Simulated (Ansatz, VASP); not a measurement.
Two plane-wave programs on CdSe

The input INCAR:

```
PREC = Accurate
ENCUT = 520
EDIFF = 1E-6
ISMEAR = 0
SIGMA = 0.05
LREAL = F
LASPH = T
NELM = 100
ALGO = Normal
ISIF = 2
LWAVE = F
LCHARG = F
GGA = PS
NBANDS = 16
```

Contents of KPOINTS:

```
regular mesh
0
Gamma
  10 10 10
```

The input POSCAR:

```
CdSe
1.0
    0.0000000000      3.0944402602      3.0944402602
    3.0944402602      0.0000000000      3.0944402602
    3.0944402602      3.0944402602      0.0000000000
Cd Se
1 1
Direct
    0.0000000000      0.0000000000      0.0000000000
    0.7500000000      0.7500000000      0.7500000000
```

Input for Ansatz:

```yaml
crystal:
  lattice:
    - [0.0, 3.0944402602, 3.0944402602]
    - [3.0944402602, 0.0, 3.0944402602]
    - [3.0944402602, 3.0944402602, 0.0]
  atoms:
    - { symbol: Cd, position: [0.0, 0.0, 0.0] }
    - { symbol: Se, position: [0.75, 0.75, 0.75] }
basis:
  ecutwfc: 420
kpoints:
  mp_grid: { grid: [10, 10, 10] }
hamiltonian:
  xc: pbesol
scf:
  occupations: { method: gaussian, width: 0.05 }
output:
  forces: true
  stress: true
  eigenvalues: true
```

Alike in both runs: task single point; functional PBEsol; k mesh 10 × 10 × 10; occupations gaussian, width 0.05 eV; no spin polarisation.

```csv
,VASP,Ansatz
version,VASP 6.6.1,Ansatz 0.2.0
potentials or method,"VASP PAW PBE potentials, release 64 (Cd, Se)","scalar-relativistic, plane waves, PAW"
plane-wave cutoff (eV),520,420
valence electrons in the cell,18,36
```

Ansatz gave:

| Property | Result |
| --- | --- |
| gap on the k mesh at the Fermi level (eV) | 0.38 |
| least direct gap on the mesh (eV) | 0.38 |
| pressure (GPa) | -2.4 |

Question: Estimate VASP's values.

Answer: gap on the k mesh at the Fermi level (eV): 0.38; least direct gap on the mesh (eV): 0.38; pressure (GPa): -2.2.

The two sets of potentials don't hold the same shells in valence.

Caveats: the PAW data sets were made with another functional, which shifts forces and pressure a little (VASP).
